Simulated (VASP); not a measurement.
Ge:

```xyz
1
Lattice="1.3971 -2.6005 0.0000 1.3971 2.6005 0.0000 0.0000 0.0000 2.6982" Properties=species:S:1:pos:R:3 pbc="T T T"
Ge    1.3971    0.0000    0.0000
```

This isn't the form of Ge at room conditions, which is diamond.

```yaml
Program: VASP 6.6.1
Task: single point
Functional: PBEsol
Potentials_or_basis: VASP PAW PBE potentials, release 64 (Ge_d)
Cutoff: 520 eV
k_mesh: 11 × 11 × 10
Occupations: fermi-dirac, width 0.05 eV
Spin: no spin polarisation
```

On this cell: pressure -4.2 GPa; band gap on the k mesh none (metal or under the smearing width).

The same run follows on a disturbed copy (cell strained at random at fixed volume):

```
CELL_PARAMETERS angstrom
1.36702 -2.63255 0.01333
1.36007 2.62881 0.00776
0.02036 -0.00289 2.73319
ATOMIC_POSITIONS crystal
Ge 0.51761 0.51484 0.99297
```

What does the disturbed cell give?

The energy (extrapolated to zero smearing) moves by +12.7 meV/atom; pressure -3.8 GPa; band gap on the k mesh none (metal or under the smearing width).

Stress tensor (GPa, compression positive):
```
 0.17 -0.09 -0.31
-0.09 -4.92  0.07
-0.31  0.07 -6.60
```

Caveats: the PAW data sets were made with another functional, which shifts forces and pressure a little.
